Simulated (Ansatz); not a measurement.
The system is Pb.

```xyz
1
Lattice="0.0000 2.4750 2.4750 2.4750 0.0000 2.4750 2.4750 2.4750 0.0000" Properties=species:S:1:pos:R:3 pbc="T T T"
Pb    0.0000    0.0000    0.0000
```

* Program: Ansatz 0.2.0
* Task: relaxation of cell and atoms
* Functional: LDA
* Potentials or basis: all-electron LAPW, scalar-relativistic
* Basis error allowed: 0.001 eV/atom
* k mesh: 9 × 9 × 9
* Occupations: fermi-dirac, width 0.05 eV
* Spin: no spin polarisation

At the start: volume 30.32 Å³/atom.

Question: How do energy, volume and symmetry change on relaxing?

Answer: Over 4 steps the energy falls by 9.4 meV/atom and the volume is 29.01 Å³/atom (-4.3 %); space group Fm-3m (No. 225, to 0.05 Å).

The path:
```tsv
step	energy change (eV)	largest force (eV/Å)	volume (Å³)
1	0.0000	0.0000	30.32
2	-0.0092	0.0000	28.85
3	-0.0094	0.0000	29.01
4	-0.0094	0.0000	29.01
```

Final structure:
```xyz
1
Lattice="0.0000 2.4389 2.4389 2.4389 0.0000 2.4389 2.4389 2.4389 0.0000" Properties=species:S:1:pos:R:3 pbc="T T T"
Pb    0.0000    0.0000    0.0000
```

The cell as given is a measured one (30.32 Å³/atom); LDA puts the equilibrium volume -4.3 % from it, thermal expansion not counted.
